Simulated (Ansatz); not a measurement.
# NaF: how the settings move a single-point run

Question: which choices in the input matter for NaF? The cell is built on a prototype (NiAs type) and needn't be the phase found in nature.

Method: reference: DFT, HSE06, plane waves, PAW, in Ansatz 0.2.0.

1 further run of the same task is left out (it didn't finish). Runs told in other sessions of the task aren't counted.

### 1 The starting structure

Symmetry: P6_3/mmc, No. 194, hexagonal system. The conventional cell has a = 3.178 Å, b = 3.178 Å, c = 5.568 Å, α = 90.00°, β = 90.00°, γ = 120.00°. Around Na (site symmetry -3m) lie 6 F at 2.30 Å. F (site symmetry -6m2) is surrounded by 6 Na at 2.30 Å.

Structure file:

```
Na F
1.0
     3.17755    0.00000    0.00000
    -1.58878    2.75184    0.00000
     0.00000    0.00000    5.56763
Na F
2 2
Direct
  0.00000 0.00000 0.00000
  0.00000 0.00000 0.50000
  0.33333 0.66667 0.25000
  0.66667 0.33333 0.75000
```

### 2 Reference

Input file input.yaml:

```yaml
crystal:
  lattice:
    - [3.1775543043, 0.0, 0.0]
    - [-1.5887771521, 2.7518427494, 0.0]
    - [0.0, 0.0, 5.5676310051]
  atoms:
    - { symbol: Na, position: [0.0, 0.0, 0.0] }
    - { symbol: Na, position: [0.0, 0.0, 0.5] }
    - { symbol: F, position: [0.3333333333, 0.6666666667, 0.25] }
    - { symbol: F, position: [0.6666666667, 0.3333333333, 0.75] }
kpoints:
  mp_grid: { grid: [6, 6, 2] }
hamiltonian:
  xc: hse06
scf:
  occupations: { method: fixed }
  n_extra_bands: 5
output:
  forces: true
  stress: true
  eigenvalues: true
```

Run with:

```
$ ansatz run input.yaml --threads 4 --pin off --max-ram 3686MiB --backend cpu --events-out ev --progress --plain --runs-dir out
```

### 3 Changing settings: xc pbe0

Edit input.yaml of step 2 so:

```diff
@@ -13,3 +13,3 @@
 hamiltonian:
-  xc: hse06
+  xc: pbe0
 scf:
```

### 4 Variant: exchange pbe, correlation pbe, coeff 0.35, omega 0.2078

Edit input.yaml of step 2 so:

```diff
@@ -13,3 +13,6 @@
 hamiltonian:
-  xc: hse06
+  xc:
+    exchange: pbe
+    correlation: pbe
+    exx: { coeff: 0.35, omega: 0.2078 }
 scf:
```

### 5 Variant: occupations.method fermi_dirac, occupations.width 0.001

Edit input.yaml of step 2 so:

```diff
@@ -15,3 +15,3 @@
 scf:
-  occupations: { method: fixed }
+  occupations: { method: fermi_dirac, width: 0.001 }
   n_extra_bands: 5
```

What does the calculation give? Wanted: for each run, ending; energy change; pressure; gap; force.

**Answer**, as computed:

| run | ending | energy change | pressure (GPa) | gap (eV) | force (eV/Å) | cycles | time |
| --- | --- | --- | --- | --- | --- | --- | --- |
| reference | converged | 0 | 1.5 | 8.53 | 0.00 | 12 | 9.8 s |
| 1: xc pbe0 | converged | not comparable | 1.4 | 9.30 | 0.00 | 12 | 9.3 s |
| 2: exchange pbe, correlation pbe, coeff 0.35, omega 0.2078 | converged | not comparable | 0.7 | 9.43 | 0.00 | 12 | 9.7 s |
| 3: occupations.method fermi_dirac, occupations.width 0.001 | converged | 0.0 meV/atom (σ→0) | 1.5 | 8.53 | 0.00 | 13 | 9.8 s |

Residual by cycle in the longest SCF loop of each run; runs are numbered as in the table. The quantity is the density residual dr2, in eV.

| cycle | reference | run 1 | run 2 | run 3 |
| --- | --- | --- | --- | --- |
| 1 | 0.0364 | 0.0321 | 0.0632 | 0.0369 |
| 2 | 0.0041 | 0.00381 | 0.00756 | 0.0041 |
| 3 | 0.00143 | 0.00155 | 0.00292 | 0.00137 |
| 4 | 1.2e-4 | 1.2e-4 | 2.5e-4 | 1.5e-4 |
| 5 | 3.8e-5 | 4.7e-5 | 1.1e-4 | 2.1e-5 |
| 6 | 4.4e-7 | 8.6e-7 | 7.7e-7 | 4.1e-5 |
| 7 | - | - | - | 5.8e-7 |

«occupations.method fermi_dirac, occupations.width 0.001» leaves the energy as it was.
